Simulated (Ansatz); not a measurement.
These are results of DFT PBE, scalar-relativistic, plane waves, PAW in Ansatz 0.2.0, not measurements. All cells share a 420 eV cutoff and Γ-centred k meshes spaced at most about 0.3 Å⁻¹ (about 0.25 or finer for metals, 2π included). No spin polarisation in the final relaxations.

Temperature and zero-point effects are left out.

Two relaxed structures of P:

A.

```
CELL_PARAMETERS angstrom
5.19400 0.00000 0.00000
0.00000 5.19400 0.00000
0.00000 0.00000 4.62846
ATOMIC_POSITIONS crystal
P 0.14685 0.35315 0.25000
P 0.85315 0.64685 0.25000
P 0.35315 0.85315 0.75000
P 0.64685 0.14685 0.75000
P 0.50000 0.50000 0.00000
P 0.00000 0.00000 0.50000
```

B.

```
CELL_PARAMETERS angstrom
3.03961 -3.99167 0.00000
3.03961 3.99167 0.00000
0.00000 0.00000 6.17007
ATOMIC_POSITIONS crystal
P 0.61530 0.38470 0.24180
P 0.88470 0.11530 0.24180
P 0.38470 0.61530 0.75820
P 0.11530 0.88470 0.75820
P 0.75000 0.75000 0.00000
P 0.25000 0.25000 0.00000
```

**Question.** Which would you expect to be lower, and how large is the difference?

**Answer.** B is lower, by 191 meV/atom. A has space group P-4n2 (No. 118), 20.8 Å³/atom and no gap on its mesh; B has space group Cmme (No. 67), 25.0 Å³/atom and no gap. Counting all near atoms (those within 1.25 times the shortest such distance or 1.15 times the sum of covalent radii; a slash parts the counts of unlike sites), A and B both have P 3/4. Both come from invented guesses. A third cell relaxed alike, in P6_3/mmc, lies 297 meV/atom below the lower of the two. The part of the Crystallography Open Database at hand lists P in space groups No. 2, 13, 64, 123; no cell shown has one of them.

Weakly bound directions are ill-defined at this level, which has no dispersion term (Cmme), and this can change margins and order among such cells. Cells relaxed within their symmetry can be saddle points; a later kick test found a lower structure for P Cmme.

Both cells mix three- and four-coordinate phosphorus in the same proportion, so the 191 meV/atom between them can't come from the number of bonds. The coordinates point to bond geometry instead. The three-coordinate atoms are planar in A but pyramidal in B, and pyramidal is the shape phosphorus prefers, since it leaves a lone pair with substantial s character. Flattening the site pushes that pair into a higher-lying p-like orbital, which is probably the main reason A is less stable. B's larger volume fits its separated layers, whereas A is a connected framework.

The four-coordinate atoms are a burden in both cells. With four ordinary single bonds, neutral phosphorus has one electron too many, which must enter antibonding or otherwise unfavourable states. This suggests why neither cell opens a gap, unlike semiconducting black phosphorus, where every atom has three bonds and a lone pair. The ordering thus supports B over A, but not B as a ground state, and it doesn't isolate the cost of planarity from the different strain at the four-coordinate sites.
